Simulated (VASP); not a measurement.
# Hg (P6_3/mmc) in VASP: further runs

One crystal, Hg, is run at these levels: PBEsol; tasks: single point.

All numbers are computed with VASP 6.6.1; they aren't measurements. Logs are shortened: lines on timing, memory, paths and dates and some standing lists are left out, and cuts for length are marked.

## Step 1: Starting point

It takes space group P6_3/mmc (No. 194, hexagonal). The conventional cell has a = 3.442 Å, b = 3.442 Å, c = 11.062 Å, α = 90.00°, β = 90.00°, γ = 120.00°. Around Hg (site symmetry -3m) lie 12 Hg at 3.41 to 3.44 Å. Hg (site symmetry -6m2) has 12 Hg at 3.41 to 3.44 Å as nearest neighbours.

## Step 2: Single point, PBEsol

INCAR

```
SYSTEM = Hg
PREC = Accurate
ENCUT = 520
EDIFF = 1E-6
ISMEAR = 0
SIGMA = 0.1
LREAL = .FALSE.
LASPH = .TRUE.
NELM = 100
ALGO = Normal
ISIF = 2
LWAVE = .FALSE.
LCHARG = .FALSE.
GGA = PS
NBANDS = 32
```

KPOINTS

```
Automatic mesh
0
G
  6 6 2
  0 0 0
```

POSCAR

```
Hg
1.0
    3.4419409895      0.0000000000      0.0000000000
   -1.7209704948      2.9808083353      0.0000000000
    0.0000000000      0.0000000000     11.0623313100
Hg
4
Direct
    0.0000000000      0.0000000000      0.0000000000
    0.3333333300      0.6666666700      0.2500000000
    0.0000000000      0.0000000000      0.5000000000
    0.6666666700      0.3333333300      0.7500000000
```

Potentials or basis: VASP PAW PBE potentials, release 64 (Hg).

Launch:

```sh
$ cat potpaw_PBE.64/Hg/POTCAR > POTCAR
$ mpirun -np 1 vasp_std > vasp.out
```

OUTCAR:

```text
SYSTEM = Hg
   PREC = Accurate
   ENCUT = 520
   EDIFF = 1E-6
   ISMEAR = 0
   LREAL = .FALSE.
   LASPH = .TRUE.
   NELM = 100
   ISIF = 2
   GGA = PS

 ion  position               nearest neighbor table
   1  0.000  0.000  0.000-   2 3.41   4 3.41   4 3.41   2 3.41   4 3.41   2 3.41
   2  0.333  0.667  0.250-   1 3.41   3 3.41   1 3.41   3 3.41   1 3.41   3 3.41
   3  0.000  0.000  0.500-   2 3.41   4 3.41   4 3.41   2 3.41   4 3.41   2 3.41
   4  0.667  0.333  0.750-   1 3.41   3 3.41   1 3.41   3 3.41   1 3.41   3 3.41

  LATTYP: Found a hexagonal cell.
 ALAT       =     3.4419409895
 C/A-ratio  =     3.2139805254

  Lattice vectors:

 A1 = (   3.4419409895,   0.0000000000,   0.0000000000)
 A2 = (  -1.7209704948,   2.9808083353,   0.0000000000)
 A3 = (   0.0000000000,   0.0000000000,  11.0623313100)

Analysis of symmetry for initial positions (statically):
=====================================================================
 Subroutine PRICEL returns:
 Original cell was already a primitive cell.

 Routine SETGRP: Setting up the symmetry group for a
 hexagonal supercell.

 Subroutine GETGRP returns: Found 24 space group operations
 (whereof 12 operations were pure point group operations)
 out of a pool of 24 trial point group operations.

The static configuration has the point symmetry D_3d.
 The point group associated with its full space group is D_6h.

Analysis of symmetry for dynamics (positions and initial velocities):
=====================================================================
 Subroutine PRICEL returns:
 Original cell was already a primitive cell.

 Routine SETGRP: Setting up the symmetry group for a
 hexagonal supercell.

 Subroutine GETGRP returns: Found 24 space group operations
 (whereof 12 operations were pure point group operations)
 out of a pool of 24 trial point group operations.

The dynamic configuration has the point symmetry D_3d.
 The point group associated with its full space group is D_6h.

 Subroutine INISYM returns: Found 24 space group operations
 (whereof 12 operations are pure point group operations),
 and found     1 'primitive' translations

----------------------------------------------------------------------------------------

                                     Primitive cell

  volume of cell :     113.4969

[... 79 lines left out ...]
   ENCUT  =  520.0 eV  38.22 Ry    6.18 a.u.   6.40  6.40 20.57*2*pi/ulx,y,z
   NELM   =    100;   NELMIN=  2; NELMDL= -5     # of ELM steps
   EDIFF  = 0.1E-05   stopping-criterion for ELM
   LREAL  =      F    real-space projection
   EDIFFG = 0.1E-04   stopping-criterion for IOM
   NSW    =      0    number of steps for IOM
   IBRION =     -1    ionic relax: 0-MD 1-quasi-New 2-CG
   NFREE  =      0    steps in history (QN), initial steepest desc. (CG)
   ISIF   =      2    stress and relaxation
   ISYM   =      2    0-nonsym 1-usesym 2-fastsym
   POTIM  = 0.5000    time-step for ionic-motion
   TEBEG  =    0.0;   TEEND  =   0.0 temperature during run
   PSTRESS=    0.0 pullay stress
   NELECT =      48.0000    total number of electrons
   NUPDOWN=      -1.0000    fix difference up-down
   EMIN   =  10.00;   EMAX   =-10.00  energy-range for DOS
   EFERMI =   0.00;   METHOD = LEGACY
   ISMEAR =     0;   SIGMA  =   0.10  broadening in eV -4-tet -1-fermi 0-gaus
   EFERMI_NEDOS =   21; number of points for ismear=-14 and -15
   IALGO  =     38    algorithm
   IMIX   =      4    mixing-type and parameters
     AMIX     =   0.40;   BMIX     =  1.00
     AMIX_MAG =   1.60;   BMIX_MAG =  1.00
  volume/ion in A,a.u.               =      28.37       191.48
  Fermi-wavevector in a.u.,A,eV,Ry     =   1.228836  2.322163 20.545307  1.510037
  Thomas-Fermi vector in A             =   2.363746
   LORBIT       =      0    0 simple, 1 ext, 2 COOP (PROOUT), +10 PAW based schemes
   GGA     = PS    functional components
   LHFCALC =     F    Hartree Fock is set to
   AEXX    =    0.0000 exact exchange contribution
   IVDW    =     0    specifies the selected vdW correction
   LEPSILON=     F    determine dielectric tensor
   LRPA    =     F    only Hartree local field effects (RPA)
 non-spin polarized calculation
 Gauss-broadening in eV      SIGMA  =   0.10
  energy-cutoff  :      520.00
  volume of cell :      113.50
 maximum number of plane-waves:      3087
 NGX is ok and might be reduce to    28
   NGX = 13   NGY = 13   NGZ = 41

 number of electron      48.0000000 magnetization

 Free energy of the ion-electron system (eV)
  ---------------------------------------------------
  ext. energy  EPLUGINS =         0.00000000
  ---------------------------------------------------
  free energy    TOTEN  =        -1.96607987 eV

  energy without entropy =       -1.95622379  energy(sigma->0) =       -1.96115183

 E-fermi :   0.6914     XC(G=0): -10.0566

 val. band max:        0.6525086730   @ k =   0.3333   0.1667   0.0000
 cond. band min:       0.9302936506   @ k =   0.5000   0.0000   0.0000
 fundamental gap:      0.2777849776
 Fermi energy:         0.6913648396

 k-point     1 :       0.0000    0.0000    0.0000
  band No.  band energies     occupation
      1      -6.4711      2.00000
      2      -5.8237      2.00000
      3      -5.7035      2.00000
      4      -5.6675      2.00000
      5      -5.2222      2.00000
      6      -5.2222      2.00000
[... 479 lines left out ...]
     31       4.7526      0.00000
     32       4.7526      0.00000

------------------------ aborting loop because EDIFF is reached ----------------------------------------

  FORCE on cell =-STRESS in cart. coord.  units (eV):
  Direction    XX          YY          ZZ          XY          YZ          ZX
  --------------------------------------------------------------------------------------
  -------------------------------------------------------------------------------------
  Total       -1.8959808     -1.8959808     -1.4748128      0.0000000      0.0000000      0.0000000
  in kB      -26.7645769    -26.7645769    -20.8191663      0.0000000      0.0000000      0.0000000
  external PRESSURE =     -24.7827734 kB  Pullay stress =       0.0000000 kB

 VOLUME and BASIS-vectors are now :
 -----------------------------------------------------------------------------
  energy-cutoff  :      520.00
  volume of cell :      113.50
      direct lattice vectors                 reciprocal lattice vectors
     3.441940989  0.000000000  0.000000000     0.290533743  0.167739735  0.000000000
    -1.720970495  2.980808335  0.000000000     0.000000000  0.335479470  0.000000000
     0.000000000  0.000000000 11.062331310     0.000000000  0.000000000  0.090396859

 POSITION                                       TOTAL-FORCE (eV/Angst)
 -----------------------------------------------------------------------------------
      0.00000      0.00000      0.00000         0.000000      0.000000      0.000000
     -0.00000      1.98721      2.76558        -0.000000      0.000000      0.000000
      0.00000      0.00000      5.53117        -0.000000      0.000000      0.000000
      1.72097      0.99360      8.29675         0.000000     -0.000000     -0.000000
 -----------------------------------------------------------------------------------
    total drift:                               -0.000000      0.000000      0.000000

  FREE ENERGIE OF THE ION-ELECTRON SYSTEM (eV)
  ---------------------------------------------------
  free  energy   TOTEN  =        -1.9660798693 eV

  energy  without entropy=       -1.9562237901  energy(sigma->0) =       -1.96115183
```

OSZICAR:

```text
N       E                     dE             d eps       ncg     rms          rms(c)
DAV:   1     0.385490346985E+03    0.38549E+03   -0.23865E+04   896   0.142E+03
DAV:   2     0.107716526087E+02   -0.37472E+03   -0.35029E+03   920   0.371E+02
DAV:   3    -0.200714715383E+01   -0.12779E+02   -0.12608E+02  1032   0.727E+01
DAV:   4    -0.207426869151E+01   -0.67122E-01   -0.67108E-01   960   0.428E+00
DAV:   5    -0.207439553950E+01   -0.12685E-03   -0.12685E-03  1040   0.200E-01    0.382E+00
DAV:   6    -0.197326506114E+01    0.10113E+00   -0.27392E-01   944   0.417E+00    0.319E+00
DAV:   7    -0.196638322121E+01    0.68818E-02   -0.31175E-02   960   0.113E+00    0.174E+00
DAV:   8    -0.196603370089E+01    0.34952E-03   -0.31696E-03   944   0.515E-01    0.104E-01
DAV:   9    -0.196604942022E+01   -0.15719E-04   -0.12363E-04  1048   0.885E-02    0.279E-02
DAV:  10    -0.196608025280E+01   -0.30833E-04   -0.31819E-05   928   0.458E-02    0.565E-03
DAV:  11    -0.196607986927E+01    0.38353E-06   -0.25497E-07   584   0.321E-03
   1 F= -.19660799E+01 E0= -.19611518E+01  d E =-.985608E-02
```

stdout:

```text
POSCAR found type information on POSCAR Hg
 POSCAR found :  1 types and       4 ions
 scaLAPACK will be used
 -----------------------------------------------------------------------------
|                                                                             |
|                                                                             |
|     You enforced a specific xc type in the INCAR file but a different       |
|     I HOPE YOU KNOW WHAT YOU ARE DOING!                                     |
|                                                                             |
 -----------------------------------------------------------------------------

 LDA part: xc-table for (Slater+PW92), standard interpolation
 POSCAR, INCAR and KPOINTS ok, starting setup
 FFT: planning ... GRIDC
 FFT: planning ... GRID_SOFT
 FFT: planning ... GRID
 WAVECAR not read
 entering main loop
```

Wall time 1.9 min (1 thread of AMD EPYC 7R43 (Zen 3), shared host); peak memory 0.2 GiB.

What came out:

* Free energy: -1.9661 eV
* Pressure: -2.5 GPa
* Band gap on the k mesh: none (metal or under the smearing width)

Caveat: the PAW data sets were made with another functional, which shifts forces and pressure a little. Spin-orbit coupling is left out, which matters for the levels of Hg.

(Part 1 of 2 ends here.)
